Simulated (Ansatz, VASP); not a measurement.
## One calculation of Ti, two programs

File INCAR:

```
SYSTEM = Ti
ALGO = Normal
EDIFF = 1E-6
ENCUT = 520
GGA = PS
ISIF = 2
ISMEAR = -1
LASPH = .TRUE.
LCHARG = .FALSE.
LREAL = .FALSE.
LWAVE = .FALSE.
NBANDS = 12
NELM = 100
PREC = Accurate
SIGMA = 0.05
```

Contents of KPOINTS:

```
k-points
0
G
  7 7 7
  0 0 0
```

POSCAR

```
Ti
1.0
   -1.6410000000      1.6410000000      1.6410000000
    1.6410000000     -1.6410000000      1.6410000000
    1.6410000000      1.6410000000     -1.6410000000
Ti
1
Direct
    0.0000000000      0.0000000000      0.0000000000
```

input.yaml

```yaml
crystal:
  lattice:
    - [-1.641, 1.641, 1.641]
    - [1.641, -1.641, 1.641]
    - [1.641, 1.641, -1.641]
  atoms:
    - { symbol: Ti, position: [0.0, 0.0, 0.0] }
hamiltonian:
  xc: pbesol
  pseudopotentials: { kind: paw }
kpoints:
  mp_grid: { grid: [7, 7, 7] }
  band_path:
    path:
      - [[0.0, 0.0, 0.0], [0.5, -0.5, 0.5], [0.0, 0.0, 0.5], [0.0, 0.0, 0.0], [0.25, 0.25, 0.25], [0.5, -0.5, 0.5]]
      - [[0.25, 0.25, 0.25], [0.0, 0.0, 0.5]]
    npoints: 14
scf:
  occupations: { method: fermi_dirac, width: 0.05 }
  n_extra_bands: 6
output:
  forces: true
  stress: true
  eigenvalues: true
  fatbands: false
  write_density: true
  write_potential: true
  elf: true
  volumetric_format: npy
```

This isn't the form of Ti at room conditions, which is hcp.

Alike in both runs: functional PBEsol; k mesh 7 × 7 × 7; occupations fermi-dirac, width 0.05 eV; no spin polarisation.

|  | VASP | Ansatz |
| --- | --- | --- |
| version | VASP 6.6.1 | Ansatz 0.2.0 |
| potentials or method | VASP PAW PBE potentials, release 64 (Ti_sv) | Ansatz PAW |
| plane-wave cutoff (eV) | 520 | 420 |
| valence electrons in the cell | 12 | 12 |
| task | single point | band structure |

|  | VASP | Ansatz | Ansatz less VASP |
| --- | --- | --- | --- |
| gap on the k mesh at the Fermi level (eV) | none | none | - |
| pressure (GPa) | -6.0 | -5.8 | +0.16 |

A gap of «none» marks a metal or a gap that the smearing closes. With one functional, cell and mesh, what is left measures potentials, basis and numerics.

Caveats: the k mesh is coarse (spacing up to 0.39 Å⁻¹), so the values aren't converged; the PAW data sets were made with another functional, which shifts forces and pressure a little (VASP); the PAW data sets come from PBE, with cores solved anew for the run's functional, which leaves a small shift of forces and pressure (Ansatz).
